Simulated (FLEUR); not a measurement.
CdSe under changes of volume

One of the cells (28.942 Å³/atom); the others are scaled copies at fixed shape and fractional positions:

```
CELL_PARAMETERS angstrom
0.00000 3.07027 3.07027
3.07027 0.00000 3.07027
3.07027 3.07027 0.00000
ATOMIC_POSITIONS crystal
Cd 0.00000 0.00000 0.00000
Se 0.25000 0.25000 0.25000
```

Measurements of this composition are mostly on another form, of space group No. 186.

* Program: FLEUR MaX-R8.1 (later development tree)
* Functional: LDA
* Potentials or basis: all-electron
* Basis: FLAPW
* Kmax: 4.73 1/bohr
* k mesh: 8 × 8 × 8
* Occupations: fermi-dirac, width 0.05 eV
* Spin: no spin polarisation

```csv
volume (Å³/atom),energy over the lowest point (meV/atom),gap on the mesh (eV)
27.206,0.00,0.40
27.784,2.95,0.35
28.942,20.03,0.27
30.100,49.33,0.20
30.679,?,?
```

Question: What does the run at 30.679 Å³/atom give?

Answer: Energy over the lowest point 67.68 meV/atom; gap on the mesh 0.16 eV.

Worked out: A Birch-Murnaghan fit of order 2 (a polynomial in V^(-2/3)) to the other rows has its minimum at 27.07 Å³/atom, just outside them, with B0 = V·E''(V) = 56 GPa. It gives 67.87 meV/atom at 30.679 Å³/atom, against the run's 67.68. A straight line through the other rows of the gap, of slope -1.96 eV per unit of ln V (its deformation potential), extrapolates to 0.16 eV, against the run's 0.16.

Energies are extrapolated to zero smearing.

Spin-orbit coupling on Cd, Se is left out.
